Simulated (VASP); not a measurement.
Wanted: the native input for a VASP 6.6.1 run.

```
Task                   : band structure
Functional             : PBE
Dispersion             : D3(BJ)
Potentials or basis    : VASP PAW PBE potentials, release 64 (Se, Ti_sv)
Cutoff                 : 520 eV
k mesh                 : 12 × 12 × 1
Occupations            : gaussian, width 0.03 eV
Spin                   : spin-orbit coupling, no magnetisation
Dipole correction      : yes
Further INCAR settings : ALGO = Fast; EDIFF = 1e-07; NBANDS = 93
```

The structure of TiSe2 lies in POSCAR:

```
TiSe2                                   
1.0
    3.4779003157      0.0000000000      0.0000000000
   -1.7389501579      3.0119500274      0.0000000000
    0.0000000000      0.0000000000     33.0724416000
  Se              Ti            
     6     3
Direct
     0.6666666699999979    0.3333333300000021    0.2735084984591098
     0.3333333300000021    0.6666666699999979    0.3681554178681544
     0.6666666699999979    0.3333333300000021    0.4528888573112549
     0.3333333300000021    0.6666666699999979    0.5471111426887449
     0.6666666699999979    0.3333333300000021    0.6318445821318457
     0.3333333300000021    0.6666666699999979    0.7264915015408903
     1.0000000000000000    1.0000000000000000    0.3211478460619794
     1.0000000000000000    0.0000000000000000    0.5000000000000000
     1.0000000000000000    0.0000000000000000    0.6788521539380206
```

One way to write it, as run:

INCAR

```
SYSTEM = TiSe2
PREC = Accurate
ENCUT = 520
EDIFF = 1E-7
ISMEAR = 0
SIGMA = 0.03
LREAL = .False.
LASPH = .True.
NELM = 80
ALGO = Fast
ISIF = 2
LWAVE = .False.
LCHARG = .False.
MAGMOM = 0 0 0 0 0 0 0 0 0 0 0 0 0 0 0 0 0 0 0 0 0 0 0 0 0 0 0
LORBIT = 11
LSORBIT = .True.
GGA_COMPAT = .False.
LMAXMIX = 4
LDIPOL = .True.
IDIPOL = 3
DIPOL = 0.5 0.5 0.500
GGA = PE
IVDW = 12
NBANDS = 93
LVHAR = .True.
LVACPOTAV = .True.
KPAR = 4
```

KPOINTS

```
regular mesh
0
Gamma
  12 12 1
  0 0 0
```

KPOINTS_OPT

```
explicit points
67
Reciprocal
 0.0000000000  0.0000000000  0.0000000000 1
 0.0357142900  0.0000000000  0.0000000000 1
 0.0714285700  0.0000000000  0.0000000000 1
 0.1071428600  0.0000000000  0.0000000000 1
 0.1428571400  0.0000000000  0.0000000000 1
 0.1785714300  0.0000000000  0.0000000000 1
 0.2142857100  0.0000000000  0.0000000000 1
 0.2500000000  0.0000000000  0.0000000000 1
 0.2857142900  0.0000000000  0.0000000000 1
 0.3214285700  0.0000000000  0.0000000000 1
 0.3571428600  0.0000000000  0.0000000000 1
 0.3928571400  0.0000000000  0.0000000000 1
 0.4285714300  0.0000000000  0.0000000000 1
 0.4642857100  0.0000000000  0.0000000000 1
 0.5000000000  0.0000000000  0.0000000000 1
 0.4791666700  0.0416666700  0.0000000000 1
 0.4583333300  0.0833333300  0.0000000000 1
 0.4375000000  0.1250000000  0.0000000000 1
 0.4166666700  0.1666666700  0.0000000000 1
 0.3958333300  0.2083333300  0.0000000000 1
 0.3750000000  0.2500000000  0.0000000000 1
 0.3541666700  0.2916666700  0.0000000000 1
 0.3333333300  0.3333333300  0.0000000000 1
 0.3137254900  0.3137254900  0.0000000000 1
 0.2941176500  0.2941176500  0.0000000000 1
 0.2745098000  0.2745098000  0.0000000000 1
 0.2549019600  0.2549019600  0.0000000000 1
 0.2352941200  0.2352941200  0.0000000000 1
 0.2156862700  0.2156862700  0.0000000000 1
 0.1960784300  0.1960784300  0.0000000000 1
 0.1764705900  0.1764705900  0.0000000000 1
 0.1568627500  0.1568627500  0.0000000000 1
 0.1372549000  0.1372549000  0.0000000000 1
 0.1176470600  0.1176470600  0.0000000000 1
 0.0980392200  0.0980392200  0.0000000000 1
 0.0784313700  0.0784313700  0.0000000000 1
 0.0588235300  0.0588235300  0.0000000000 1
 0.0392156900  0.0392156900  0.0000000000 1
 0.0196078400  0.0196078400  0.0000000000 1
 0.0000000000  0.0000000000  0.0000000000 1
 0.0000000000  0.0000000000  0.0000000000 1
 0.0067532600 -0.0033766300  0.0000000000 1
-0.0067532600  0.0033766300  0.0000000000 1
 0.0196970200 -0.0098485100  0.0000000000 1
-0.0196970200  0.0098485100  0.0000000000 1
 0.0000000000  0.0058485000  0.0000000000 1
-0.0000000000 -0.0058485000  0.0000000000 1
 0.0000000000  0.0170581200  0.0000000000 1
-0.0000000000 -0.0170581200  0.0000000000 1
 0.5000000000  0.0000000000  0.0000000000 1
 0.5067532600 -0.0033766300  0.0000000000 1
 0.4932467400  0.0033766300  0.0000000000 1
 0.5196970200 -0.0098485100  0.0000000000 1
 0.4803029800  0.0098485100  0.0000000000 1
 0.5000000000  0.0058485000  0.0000000000 1
 0.5000000000 -0.0058485000  0.0000000000 1
 0.5000000000  0.0170581200  0.0000000000 1
 0.5000000000 -0.0170581200  0.0000000000 1
 0.3333333300  0.3333333300  0.0000000000 1
 0.3400865900  0.3299567000  0.0000000000 1
 0.3265800700  0.3367099600  0.0000000000 1
 0.3530303500  0.3234848200  0.0000000000 1
 0.3136363100  0.3431818400  0.0000000000 1
 0.3333333300  0.3391818300  0.0000000000 1
 0.3333333300  0.3274848300  0.0000000000 1
 0.3333333300  0.3503914500  0.0000000000 1
 0.3333333300  0.3162752100  0.0000000000 1
```

Potentials or basis: VASP PAW PBE potentials, release 64 (Se, Ti_sv).

Command:

```bash
$ cat potpaw_PBE.64/Se/POTCAR potpaw_PBE.64/Ti_sv/POTCAR > POTCAR
$ mpirun -np 4 vasp_ncl > vasp.out
```

It gave:

| Item | Value |
| --- | --- |
| Largest force | 0.012 eV/Å |
| Valence electrons inside the program's atomic spheres | Se 3.86, 3.87; Ti 10.19, 10.20 |
| Dispersion energy per atom | -0.398 eV |
| Work function of the upper face | 5.32 eV |
| Work function of the lower face | 5.32 eV |

Run time: 36 min on 4 MPI ranks on Intel(R) Xeon(R) 6975P-C (Granite Rapids), with other jobs on the host, peak memory 2.1 GiB a rank.
